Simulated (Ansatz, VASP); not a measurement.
One calculation of Pt, two programs

```
Pt
1.0
     0.00000    1.93899    1.93899
     1.93899    0.00000    1.93899
     1.93899    1.93899    0.00000
Pt
1
Direct
  0.00000 0.00000 0.00000
```

Alike in both runs: functional PBEsol; k mesh 24 × 24 × 24; occupations fermi-dirac, width 0.1 eV; no spin polarisation.

Ansatz relaxed the structure, and its values are those at the end. VASP's run is a single point on that final structure, the one shown.

|  | VASP | Ansatz |
| --- | --- | --- |
| version | VASP 6.6.1 | Ansatz 0.2.0 |
| potentials or method | VASP PAW PBE potentials, release 64 (Pt) | PAW with Ansatz's default frozen-core files, scalar-relativistic |
| plane-wave cutoff (eV) | 520 | 420 |
| valence electrons in the cell | 10 | 18 |

VASP gave:

* pressure (GPa): 9.6

Estimate Ansatz's values.

pressure (GPa): 10.0.

The two sets of potentials don't hold the same shells in valence.

Caveats: the PAW data sets were made with another functional, which shifts forces and pressure a little (VASP). Spin-orbit coupling is left out, which matters for the levels of Pt.
